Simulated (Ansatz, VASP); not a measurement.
Ti: VASP beside Ansatz

The input POSCAR:

```
Ti
1.0
    2.9499978604      0.0000000000      0.0000000000
   -1.4749989302      2.5547730882      0.0000000000
    0.0000000000      0.0000000000      4.6860000000
Ti
2
Direct
    0.3333333333      0.6666666667      0.2500000000
    0.6666666667      0.3333333333      0.7500000000
```

Contents of INCAR.step1:

```
PREC     = Accurate       # precision mode
ENCUT    = 520            # plane-wave cutoff, eV
ISMEAR   = -1             # smearing method
SIGMA    = 0.08           # smearing width, eV
LREAL    = False          # projectors in reciprocal space
LASPH    = True           # aspherical terms in the spheres
NELM     = 100            # most SCF steps
NBANDS   = 19             # bands
GGA      = PE             # functional
ALGO     = Normal         # electronic algorithm
EDIFF    = 1E-4           # SCF threshold, eV
LWAVE    = True           # write WAVECAR
LCHARG   = False          # write CHGCAR
```

File INCAR.step2:

```
PREC     = Accurate       # precision mode
ENCUT    = 520            # plane-wave cutoff, eV
EDIFF    = 1E-8           # SCF threshold, eV
ISMEAR   = -1             # smearing method
SIGMA    = 0.08           # smearing width, eV
LREAL    = False          # projectors in reciprocal space
LASPH    = True           # aspherical terms in the spheres
NELM     = 100            # most SCF steps
ALGO     = Normal         # electronic algorithm
ISIF     = 2              # what is computed and relaxed
LWAVE    = False          # write WAVECAR
LCHARG   = False          # write CHGCAR
METAGGA  = R2SCAN         # meta-GGA
LMIXTAU  = True         
LEFG     = True         
NBANDS   = 19             # bands
ISTART   = 1
```

Contents of KPOINTS:

```
Automatic mesh
0
Gamma
  13 13 7
```

Input for Ansatz:

```yaml
crystal:
  lattice:
    - [2.9499978604, 0.0, 0.0]
    - [-1.4749989302, 2.5547730882, 0.0]
    - [0.0, 0.0, 4.686]
  atoms:
    - { symbol: Ti, position: [0.3333333333, 0.6666666667, 0.25] }
    - { symbol: Ti, position: [0.6666666667, 0.3333333333, 0.75] }
kpoints:
  mp_grid: { grid: [13, 13, 7] }
  band_path:
    path:
      - [0.0, 0.0, 0.0]
      - [0.5, 0.0, 0.0]
      - [0.3333333333, 0.3333333333, 0.0]
      - [0.0, 0.0, 0.0]
      - [0.0, 0.0, 0.5]
      - [0.5, 0.0, 0.5]
      - [0.3333333333, 0.3333333333, 0.5]
      - [0.0, 0.0, 0.5]
      - [0.5, 0.0, 0.5]
    npoints: 5
scf:
  occupations: { method: fermi_dirac, width: 0.08 }
hamiltonian:
  xc: r2scan
  pseudopotentials: { kind: paw }
output:
  forces: true
  stress: true
  eigenvalues: true
  efg: { contact_densities: true }
```

Alike in both runs: task electric field gradients; functional r2SCAN; k mesh 13 × 13 × 7; occupations fermi-dirac, width 0.08 eV; no spin polarisation.

```csv
,VASP,Ansatz
version,VASP 6.6.1,Ansatz 0.2.0
potentials or method,"VASP PAW PBE potentials, release 64 (Ti_sv)","PAW with Ansatz's default frozen-core files, scalar-relativistic"
plane-wave cutoff (eV),520,500
valence electrons in the cell,24,24
```

|  | VASP | Ansatz | Ansatz less VASP |
| --- | --- | --- | --- |
| pressure (GPa) | -1.9 | -2.2 | -0.35 |
| largest component of the traceless stress (GPa) | 0.42 | 0.42 | +0.008 |
| Vzz of the field gradient on the site that differs most (V/Å²) | 16.4 | 18.0 | +1.69 |

With one functional, cell and mesh, what is left measures potentials, basis and numerics.

Caveats: the PAW data sets were made with another functional, which shifts forces and pressure a little (VASP).
